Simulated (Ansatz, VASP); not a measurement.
Two plane-wave programs on HfSi3

```
CELL_PARAMETERS angstrom
4.00861 0.00000 0.00000
0.00000 3.93001 0.00000
0.00000 0.00000 3.93001
ATOMIC_POSITIONS crystal
Hf 0.00000 0.00000 0.00000
Si 0.00000 0.50000 0.50000
Si 0.50000 0.50000 0.00000
Si 0.50000 0.00000 0.50000
```

Change from the starting cell: strain e1 = +0.02, atoms carried along.

Alike in both runs: task single point; functional PBEsol; k mesh 8 × 8 × 8; occupations gaussian, width 0.05 eV; no spin polarisation.

```csv
,VASP,Ansatz
version,VASP 6.6.1,Ansatz 0.2.0
potentials or method,"VASP PAW PBE potentials, release 64 (Hf_pv, Si)","scalar-relativistic, plane waves, PAW"
plane-wave cutoff (eV),520,420
valence electrons in the cell,22,38
```

```csv
,VASP,Ansatz,Ansatz less VASP
gap on the k mesh at the Fermi level (eV),none,none,-
pressure (GPa),-2.2,-2.2,+0.06
largest component of the traceless stress (GPa),0.30,0.26,-0.041
```

A gap of «none» marks a metal or a gap that the smearing closes. With one functional, cell and mesh, what is left measures potentials, basis and numerics. The two sets of potentials don't hold the same shells in valence.

Caveats: the PAW data sets were made with another functional, which shifts forces and pressure a little (VASP). The runs have no spin-orbit coupling, so splittings on Hf are missing.
